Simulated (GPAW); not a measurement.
Here is a GPAW 26.7.0 calculation.

Contents of run.py:

```python
from ase import Atoms
from ase.calculators.mixing import SumCalculator
from ase.filters import FrechetCellFilter
from ase.io import write
from ase.optimize import FIRE
from dftd4.ase import DFTD4
from gpaw import GPAW, PW, setup_paths

setup_paths.insert(0, '.')

atoms = Atoms(['Te', 'Sn'],
              cell=[[0.0, 3.15085, 3.15085],
                    [3.15085, 0.0, 3.15085],
                    [3.15085, 3.15085, 0.0]],
              scaled_positions=[[0.5, 0.5, 0.5],
                                [0.0, 0.0, 0.0]],
              pbc=True)

calc = GPAW(mode=PW(600),
            xc='PBEsol',
            kpts={'size': (7, 7, 7), 'gamma': True},
            occupations={'name': 'fermi-dirac', 'width': 0.05},
            nbands=19,
            convergence={'density': 1e-05, 'forces': 0.0001},
            maxiter=150,
            txt='gpaw.txt')
atoms.calc = SumCalculator([calc, DFTD4(method='pbesol')])
opt = FIRE(FrechetCellFilter(atoms), trajectory='relax.traj', logfile='-')
done = opt.run(fmax=0.05, steps=60)
calc.write('gs.gpw')
write('result.traj', atoms)
print('Converged:', done)
print('Cell:', atoms.cell.cellpar().round(4))
print('Volume:', round(atoms.get_volume(), 4))
print(atoms.get_scaled_positions().round(5))
```

Potentials or basis: PAW data sets generated in the run's folder for this functional, pw.

Launch:

```sh
$ gpaw-setup -f PBEsol Sn Te
$ OMP_NUM_THREADS=1 python run.py
```

Q: What does it give for the dispersion energy per atom?

A: -0.264 eV.

Q: What does it give for the relaxed volume?

A: 29.92 Å³/atom.

Q: Predict the relaxed cell.

A: a = 4.390 Å, b = 4.390 Å, c = 4.390 Å, α = 60.00°, β = 60.00°, γ = 60.00°.

The path:
```
step  energy change (eV)  largest force (eV/Å)  pressure (GPa)  volume (Å³)
   1              0.0000                0.0000           -1.87        62.56
   2             -0.0037                0.0000           -1.63        62.22
   3             -0.0092                0.0000           -1.19        61.59
   4             -0.0137                0.0000           -0.55        60.75
   5             -0.0147                0.0000            0.20        59.84
```

Caveat: later steps reuse the first step's grids. The run has no spin-orbit coupling, so splittings on Te are missing.
